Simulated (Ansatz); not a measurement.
**Preparing GaN (P6_3mc) as a host crystal**

Before any defect goes in: GaN (P6_3mc) at rest, and how it screens a charge.

Program: Ansatz 0.2.0. Level of theory: plane-wave PAW DFT, r2SCAN; relaxation of the host's cell and atoms; PAW set soft_1, in the first sound run; inputs show where later runs differ. Results are calculated unless marked as measured.

Report form: the programs' logs are mostly left out.

## (1) Starting point

The structure is hexagonal, space group P6_3mc (No. 186). Conventional cell: a = 3.189 Å, b = 3.189 Å, c = 5.192 Å, α = 90.00°, β = 90.00°, γ = 120.00°. Ga has 4 N at 1.95 to 1.96 Å nearest. Nearest to N lie 4 Ga at 1.95 to 1.96 Å. Farther neighbours and most contacts between anions are not listed.

## (2) Host cell relaxation

Lattice and positions are set free, within the symmetry that the program keeps.

Input file cell/input.yaml:

```yaml
crystal:
  lattice:
    - [3.1889304, 0.0, 0.0]
    - [-1.5944652, 2.7616947, 0.0]
    - [0.0, 0.0, 5.1923572]
  atoms:
    - { symbol: Ga, position: [0.66666667, 0.33333333, 0.49908371] }
    - { symbol: Ga, position: [0.33333333, 0.66666667, 0.99908371] }
    - { symbol: "N", position: [0.66666667, 0.33333333, 0.87591629] }
    - { symbol: "N", position: [0.33333333, 0.66666667, 0.37591629] }
basis:
  ecutwfc: 500
  xc_grid: 2
hamiltonian:
  xc: r2scan
  pseudopotentials: { kind: paw, azcp: { folder: soft_1 } }
kpoints:
  mp_grid: { grid: [10, 10, 6] }
scf:
  occupations: { method: fixed }
  max_iter: 100
relax:
  f_tol: 0.005
  max_steps: 60
  cell: {}
output:
  forces: true
  stress: true
checkpoint:
  write: "../cell.run"
  compress: false
  write_wavefunctions: false
  write_every: 100000
```

Started as:

```bash
$ ansatz run input.yaml --threads 32 --pin off --max-ram 84787MiB --backend cuda --events-out ev --progress --plain --runs-dir out --max-vram 78GiB
```

Wall time 2.5 s (1 × NVIDIA GB200 with 32 threads of Arm Neoverse V2, shared host); peak memory 0.97 GiB; 8.8 s of CPU time.

The steps of the relaxation:

| step | energy less that of the first step (eV) | largest force component (eV/Å) | pressure (GPa) | volume (Å³) |
| --- | --- | --- | --- | --- |
| 1 | 0.0000 | 0.0011 | -1.00 | 45.73 |
| 2 | -0.0007 | 0.0010 | -0.39 | 45.58 |
| 3 | -0.0009 | 0.0005 | 0.00 | 45.49 |
| 4* | -0.0007 | 0.0005 | 0.00 | 45.49 |

Relaxation steps marked * repeat the geometry before them on a plane-wave basis chosen anew for their cell, so energy and pressure can jump there.

Forces are held to the 12 operations that the run works with; a distortion that breaks them can't arise in this run.

| conventional cell, symmetrised | before | after | change |
| --- | --- | --- | --- |
| a (Å) | 3.189 | 3.183 | -0.2 % |
| b (Å) | 3.189 | 3.183 | -0.2 % |
| c (Å) | 5.192 | 5.184 | -0.2 % |
| volume (Å³/atom) | 11.43 | 11.37 | -0.5 % |

The relaxed structure:

```xyz
4
Lattice="3.1833 0.0000 0.0000 -1.5916 2.7568 0.0000 0.0000 0.0000 5.1838" Properties=species:S:1:pos:R:3 pbc="T T T"
Ga    1.5917    0.9189    2.5873
Ga    0.0000    1.8379    5.1792
N     1.5917    0.9189    4.5405
N     0.0000    1.8379    1.9486
```

Numbers from this step:

```
pressure : 0.003683 GPa
```

## (3) Dielectric tensors of the host

The response to a uniform electric field gives the electronic dielectric tensor.

This step: plane-wave PAW DFPT, PBEsol; dielectric tensors, Born charges and zone-centre modes of the host; PAW set soft_1 (Ansatz 0.2.0).

Input file eps/input.yaml:

```yaml
crystal:
  lattice:
    - [3.1832726057, 0.0, 0.0]
    - [-1.5916363029, 2.7567949437, 0.0]
    - [0.0, 0.0, 5.1838317307]
  atoms:
    - { symbol: Ga, position: [0.6666666667, 0.3333333333, 0.4991062363] }
    - { symbol: Ga, position: [0.3333333333, 0.6666666667, 0.9991062363] }
    - { symbol: "N", position: [0.6666666667, 0.3333333333, 0.8758937637] }
    - { symbol: "N", position: [0.3333333333, 0.6666666667, 0.3758937637] }
basis:
  ecutwfc: 420
hamiltonian:
  xc: pbesol
  pseudopotentials: { kind: paw, azcp: { folder: soft_1 }, xc_functional: pbe }
kpoints:
  mp_grid: { grid: [9, 9, 5] }
scf:
  occupations: { method: fixed }
  max_iter: 100
phonons:
  method: dfpt
  dielectric: true
  rigid_motions: translations
```

Elapsed: 8.2 s, on 1 × NVIDIA GB200 with 32 threads; peak memory 2.1 GiB; 80 s of CPU time.

Electronic dielectric tensor:

```
5.83 0.00 0.00
0.00 5.83 0.00
0.00 0.00 6.02
```

Static dielectric tensor:

```
10.10  0.00  0.00
 0.00 10.10  0.00
 0.00  0.00 11.19
```

The principal values of the electronic dielectric tensor are 5.83, 5.83 and 6.02. The principal values of the static dielectric tensor are 10.10, 10.10 and 11.19.

## (4) Defect free supercell relaxed in its symmetry

This cell, the one that will hold the defects, is built from the relaxed host. Its coarser k-points can move the atoms a little, so it is relaxed from the symmetric sites, as the reference for the test of stability.

This step: plane-wave PAW DFT, r2SCAN; relaxation of the defect-free supercell in its symmetry; PAW set soft_1 (Ansatz 0.2.0).

System of this step: GaN (P6_3mc). The cell holds 72 atoms: 36 Ga and 36 N. Cell: a = 9.550 Å, b = 9.550 Å, c = 10.368 Å, α = 90.0°, β = 90.0°, γ = 120.0°.

Input file pristine.symmetric/input.yaml:

```yaml
crystal:
  lattice:
    - [9.5498178172, 0.0, 0.0]
    - [-4.7749089086, 8.2703848312, 0.0]
    - [0.0, 0.0, 10.3676634614]
  atoms:
    - { symbol: Ga, position: [0.2222222222, 0.1111111111, 0.2495531182] }
    - { symbol: Ga, position: [0.1111111111, 0.2222222222, 0.4995531182] }
    - { symbol: "N", position: [0.2222222222, 0.1111111111, 0.4379468818] }
    - { symbol: "N", position: [0.1111111111, 0.2222222222, 0.1879468818] }
    - { symbol: Ga, position: [0.2222222222, 0.1111111111, 0.7495531182] }
    - { symbol: Ga, position: [0.1111111111, 0.2222222222, 0.9995531182] }
    - { symbol: "N", position: [0.2222222222, 0.1111111111, 0.9379468818] }
    - { symbol: "N", position: [0.1111111111, 0.2222222222, 0.6879468818] }
    - { symbol: Ga, position: [0.2222222222, 0.4444444444, 0.2495531182] }
    - { symbol: Ga, position: [0.1111111111, 0.5555555556, 0.4995531182] }
    - { symbol: "N", position: [0.2222222222, 0.4444444444, 0.4379468818] }
    - { symbol: "N", position: [0.1111111111, 0.5555555556, 0.1879468818] }
    - { symbol: Ga, position: [0.2222222222, 0.4444444444, 0.7495531182] }
    - { symbol: Ga, position: [0.1111111111, 0.5555555556, 0.9995531182] }
    - { symbol: "N", position: [0.2222222222, 0.4444444444, 0.9379468818] }
    - { symbol: "N", position: [0.1111111111, 0.5555555556, 0.6879468818] }
    - { symbol: Ga, position: [0.2222222222, 0.7777777778, 0.2495531182] }
    - { symbol: Ga, position: [0.1111111111, 0.8888888889, 0.4995531182] }
    - { symbol: "N", position: [0.2222222222, 0.7777777778, 0.4379468818] }
    - { symbol: "N", position: [0.1111111111, 0.8888888889, 0.1879468818] }
    - { symbol: Ga, position: [0.2222222222, 0.7777777778, 0.7495531182] }
    - { symbol: Ga, position: [0.1111111111, 0.8888888889, 0.9995531182] }
    - { symbol: "N", position: [0.2222222222, 0.7777777778, 0.9379468818] }
    - { symbol: "N", position: [0.1111111111, 0.8888888889, 0.6879468818] }
    - { symbol: Ga, position: [0.5555555556, 0.1111111111, 0.2495531182] }
    - { symbol: Ga, position: [0.4444444444, 0.2222222222, 0.4995531182] }
    - { symbol: "N", position: [0.5555555556, 0.1111111111, 0.4379468818] }
    - { symbol: "N", position: [0.4444444444, 0.2222222222, 0.1879468818] }
    - { symbol: Ga, position: [0.5555555556, 0.1111111111, 0.7495531182] }
    - { symbol: Ga, position: [0.4444444444, 0.2222222222, 0.9995531182] }
    - { symbol: "N", position: [0.5555555556, 0.1111111111, 0.9379468818] }
    - { symbol: "N", position: [0.4444444444, 0.2222222222, 0.6879468818] }
    - { symbol: Ga, position: [0.5555555556, 0.4444444444, 0.2495531182] }
    - { symbol: Ga, position: [0.4444444444, 0.5555555556, 0.4995531182] }
    - { symbol: "N", position: [0.5555555556, 0.4444444444, 0.4379468818] }
    - { symbol: "N", position: [0.4444444444, 0.5555555556, 0.1879468818] }
    - { symbol: Ga, position: [0.5555555556, 0.4444444444, 0.7495531182] }
    - { symbol: Ga, position: [0.4444444444, 0.5555555556, 0.9995531182] }
    - { symbol: "N", position: [0.5555555556, 0.4444444444, 0.9379468818] }
    - { symbol: "N", position: [0.4444444444, 0.5555555556, 0.6879468818] }
    - { symbol: Ga, position: [0.5555555556, 0.7777777778, 0.2495531182] }
    - { symbol: Ga, position: [0.4444444444, 0.8888888889, 0.4995531182] }
    - { symbol: "N", position: [0.5555555556, 0.7777777778, 0.4379468818] }
    - { symbol: "N", position: [0.4444444444, 0.8888888889, 0.1879468818] }
    - { symbol: Ga, position: [0.5555555556, 0.7777777778, 0.7495531182] }
    - { symbol: Ga, position: [0.4444444444, 0.8888888889, 0.9995531182] }
    - { symbol: "N", position: [0.5555555556, 0.7777777778, 0.9379468818] }
    - { symbol: "N", position: [0.4444444444, 0.8888888889, 0.6879468818] }
    - { symbol: Ga, position: [0.8888888889, 0.1111111111, 0.2495531182] }
    - { symbol: Ga, position: [0.7777777778, 0.2222222222, 0.4995531182] }
    - { symbol: "N", position: [0.8888888889, 0.1111111111, 0.4379468818] }
    - { symbol: "N", position: [0.7777777778, 0.2222222222, 0.1879468818] }
    - { symbol: Ga, position: [0.8888888889, 0.1111111111, 0.7495531182] }
    - { symbol: Ga, position: [0.7777777778, 0.2222222222, 0.9995531182] }
    - { symbol: "N", position: [0.8888888889, 0.1111111111, 0.9379468818] }
    - { symbol: "N", position: [0.7777777778, 0.2222222222, 0.6879468818] }
    - { symbol: Ga, position: [0.8888888889, 0.4444444444, 0.2495531182] }
    - { symbol: Ga, position: [0.7777777778, 0.5555555556, 0.4995531182] }
    - { symbol: "N", position: [0.8888888889, 0.4444444444, 0.4379468818] }
    - { symbol: "N", position: [0.7777777778, 0.5555555556, 0.1879468818] }
    - { symbol: Ga, position: [0.8888888889, 0.4444444444, 0.7495531182] }
    - { symbol: Ga, position: [0.7777777778, 0.5555555556, 0.9995531182] }
    - { symbol: "N", position: [0.8888888889, 0.4444444444, 0.9379468818] }
    - { symbol: "N", position: [0.7777777778, 0.5555555556, 0.6879468818] }
    - { symbol: Ga, position: [0.8888888889, 0.7777777778, 0.2495531182] }
    - { symbol: Ga, position: [0.7777777778, 0.8888888889, 0.4995531182] }
    - { symbol: "N", position: [0.8888888889, 0.7777777778, 0.4379468818] }
    - { symbol: "N", position: [0.7777777778, 0.8888888889, 0.1879468818] }
    - { symbol: Ga, position: [0.8888888889, 0.7777777778, 0.7495531182] }
    - { symbol: Ga, position: [0.7777777778, 0.8888888889, 0.9995531182] }
    - { symbol: "N", position: [0.8888888889, 0.7777777778, 0.9379468818] }
    - { symbol: "N", position: [0.7777777778, 0.8888888889, 0.6879468818] }
basis:
  ecutwfc: 500
  xc_grid: 2
hamiltonian:
  xc: r2scan
  pseudopotentials: { kind: paw, azcp: { folder: soft_1 } }
kpoints:
  mp_grid: { grid: [1, 1, 1] }
scf:
  occupations: { method: fermi_dirac, width: 0.01 }
  max_iter: 100
  lower_state_search: "off"
output:
  forces: true
relax:
  f_tol: 0.015
  max_steps: 60
  escape_saddle: false
checkpoint:
  write: "../pristine.symmetric.run"
  compress: false
  write_wavefunctions: false
  write_every: 100000
```

Wall time 2.2 s (1 × NVIDIA GB200 with 32 threads); peak memory 1.3 GiB; 6.3 s of CPU time.

Hardly anything moved in the relaxation; the energy changed by under 0.2 meV an atom.

## (5) Defect free supercell relaxed from displaced atoms

This step: plane-wave PAW DFT, r2SCAN; relaxation of the defect-free supercell from random displacements, a test of the host's stability; PAW set soft_1 (Ansatz 0.2.0).

pristine.rattled/input.yaml, as its differences from pristine.symmetric/input.yaml of step 4:

```diff
@@ -94,6 +94,6 @@
   f_tol: 0.015
-  max_steps: 60
-  escape_saddle: false
+  max_steps: 120
+  random_displacement: { amplitude: 0.06, seed: 2187 }
 checkpoint:
-  write: "../pristine.symmetric.run"
+  write: "../pristine.rattled.run"
   compress: false
```

It took 3.2 s on 1 × NVIDIA GB200 with 32 threads; peak memory 1.3 GiB; 13 s of CPU time.

Step by step:

| step | energy less that of the first step (eV) | largest force component (eV/Å) |
| --- | --- | --- |
| 1 | 0.0000 | 1.7681 |
| 2 | -1.7456 | 0.9856 |
| 3 | -2.4357 | 0.0183 |
| 4 | -2.4357 | 0.0182 |
| 5 | -2.4359 | 0.0003 |

The relaxation ends 34 meV an atom lower than the displaced start, with a largest force component of 3.0e-4 eV/Å.

## (6) Host on a dense mesh

This step: plane-wave PAW DFT, r2SCAN; single point of the defect-free host, a test of the k-point sampling; PAW set soft_1 (Ansatz 0.2.0).

System of this step: GaN (P6_3mc). It takes space group P6_3mc (No. 186, hexagonal). Conventional cell: a = 3.183 Å, b = 3.183 Å, c = 5.184 Å, α = 90.00°, β = 90.00°, γ = 120.00°. Nearest to Ga lie 4 N at 1.95 Å. N has 4 Ga at 1.95 Å nearest. Farther neighbours and most contacts between anions are not listed.

Input file dense/input.yaml:

```yaml
crystal:
  lattice:
    - [3.1832726057, 0.0, 0.0]
    - [-1.5916363029, 2.7567949437, 0.0]
    - [0.0, 0.0, 5.1838317307]
  atoms:
    - { symbol: Ga, position: [0.6666666667, 0.3333333333, 0.4991062363] }
    - { symbol: Ga, position: [0.3333333333, 0.6666666667, 0.9991062363] }
    - { symbol: "N", position: [0.6666666667, 0.3333333333, 0.8758937637] }
    - { symbol: "N", position: [0.3333333333, 0.6666666667, 0.3758937637] }
basis:
  ecutwfc: 500
  xc_grid: 2
hamiltonian:
  xc: r2scan
  pseudopotentials: { kind: paw, azcp: { folder: soft_1 } }
kpoints:
  mp_grid: { grid: [10, 10, 6] }
scf:
  occupations: { method: fermi_dirac, width: 0.01 }
  max_iter: 100
  lower_state_search: "off"
checkpoint:
  write: "../dense.run"
  compress: false
  write_wavefunctions: false
  write_every: 100000
```

It took 1.7 s on 1 × NVIDIA GB200 with 32 threads; peak memory 0.95 GiB; 2.6 s of CPU time.

## (7) Defect free supercell at the zone centre

The supercell is run at the zone centre, to see how far that sampling misses the dense mesh.

System of this step: GaN (P6_3mc). The cell holds 72 atoms: 36 Ga and 36 N. Cell: a = 9.550 Å, b = 9.550 Å, c = 10.368 Å, α = 90.0°, β = 90.0°, γ = 120.0°.

pristine.sampling_gamma/input.yaml, as its differences from pristine.rattled/input.yaml of step 5:

```diff
@@ -90,10 +90,4 @@
   lower_state_search: "off"
-output:
-  forces: true
-relax:
-  f_tol: 0.015
-  max_steps: 120
-  random_displacement: { amplitude: 0.06, seed: 2187 }
 checkpoint:
-  write: "../pristine.rattled.run"
+  write: "../pristine.sampling_gamma.run"
   compress: false
```

Wall time 1.6 s (1 × NVIDIA GB200 with 32 threads); peak memory 1.2 GiB; 3.1 s of CPU time.

## (8) Defect free supercell at the quarter point

The supercell is run at one point off the zone centre, to see how far that sampling misses the dense mesh.

pristine.sampling_quarter/input.yaml, as its differences from pristine.sampling_gamma/input.yaml of step 7:

```diff
@@ -85,3 +85,3 @@
 kpoints:
-  mp_grid: { grid: [1, 1, 1] }
+  mp_grid: { grid: [1, 1, 1], shift: [0.25, 0.25, 0.25] }
 scf:
@@ -91,3 +91,3 @@
 checkpoint:
-  write: "../pristine.sampling_gamma.run"
+  write: "../pristine.sampling_quarter.run"
   compress: false
```

Wall time 1.4 s (1 × NVIDIA GB200 with 32 threads); peak memory 1.4 GiB.

## (9) What came out

```
primitive cell vectors, lengths                                      : 3.183, 3.183, 5.184 Å
electronic dielectric constant                                       : principal values (5.83, 5.83, 6.02)
static dielectric constant                                           : principal values (10.10, 10.10, 11.19)
gap on the k-mesh of the response run (PBEsol)                       : 1.88 eV
supercell relaxed in its symmetry less the displaced and relaxed one : 0.000 eV
energy an atom at the zone centre alone less that on the dense mesh  : 0.072 eV
energy an atom at one point at (¼, ¼, ¼) less that on the dense mesh : -0.023 eV
```

**Reading.** Step 5: The energy fell by 2.436 eV from the randomly displaced start; the atoms end within 0.005 Å of the sites as typed, once the mean shift is taken out. The displaced cell ends within 0.01 eV of the symmetric one relaxed in its symmetry, so no lower structure shows in this supercell. The k-mesh can miss the band edges, so this gap is an upper bound at this level. All at zero temperature.

[Logs are printed without paths, hosts, clocks, repeated set-up lines and the standing remarks that a program may print on its own settings, such as how far it seeks lower states.]

[Hosts, paths, dates, database ids (printed as entryN), source tags and the programs' standing remarks are cut or masked in the printed files.]

[Runs of the host that timed out are not shown.]

[For some hosts the program warned that the k-mesh of the response run may be too coarse for force constants and the static dielectric constant; such warnings are not always shown.]

[The program warned that the k-mesh of a response run behind this text may be too coarse: force constants, and the static dielectric constant and all else formed from them, are not shown converged.]
